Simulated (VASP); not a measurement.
Set up this calculation in VASP 6.6.1, as the native input.

- Task: relaxation of cell and atoms
- Functional: PBEsol
- Potentials or basis: VASP PAW PBE potentials, release 64 (Mo_sv)
- Cutoff: 520 eV
- k mesh: 18 × 18 × 18
- Occupations: gaussian, width 0.1 eV
- Spin: no spin polarisation
- Further INCAR settings: ALGO = Normal; EDIFF = 1e-07; IBRION = 2; EDIFFG = -0.002; NSW = 80; ISIF = 3

The structure of Mo lies in POSCAR:

```
Mo                                      
1.0
   -1.5656326601      1.5656326601      1.5656326601
    1.5656326601     -1.5656326601      1.5656326601
    1.5656326601      1.5656326601     -1.5656326601
  Mo            
     1
Direct
     0.0000000000000000    0.0000000000000000    1.0000000000000000
```

One way to write it, as run:

INCAR

```
PREC     = Accurate       # precision mode
ENCUT    = 520            # plane-wave cutoff, eV
EDIFF    = 1E-7           # SCF threshold, eV
ISMEAR   = 0              # smearing method
SIGMA    = 0.1            # smearing width, eV
LREAL    = F              # projectors in reciprocal space
LASPH    = T              # aspherical terms in the spheres
NELM     = 100            # most SCF steps
ALGO     = Normal         # electronic algorithm
ISIF     = 3              # what is computed and relaxed
LWAVE    = F              # write WAVECAR
LCHARG   = F              # write CHGCAR
GGA      = PS             # functional
IBRION   = 2              # ionic algorithm
NSW      = 80             # ionic steps
EDIFFG   = -0.002         # ionic threshold
KPAR     = 4
```

KPOINTS

```
regular mesh
0
Gamma
  18 18 18
```

Potentials or basis: VASP PAW PBE potentials, release 64 (Mo_sv).

Command:

```bash
$ cat potpaw_PBE.64/Mo_sv/POTCAR > POTCAR
$ mpirun -np 4 vasp_std > vasp.out
```

It gave:

| Quantity | Value |
| --- | --- |
| Energy gained by relaxing | 0.0 meV/atom |
| Ionic steps | 3 |
| Pressure after relaxing | 0.0 GPa |
| Band gap on the k mesh | none (metal or under the smearing width) |

Caveat: the PAW data sets were made with another functional, which shifts forces and pressure a little.

Run time: 19 s on 4 MPI ranks on AMD EPYC 7R43 64-Core Processor (Zen 3), with other jobs on the host, peak memory 0.11 GiB a rank.
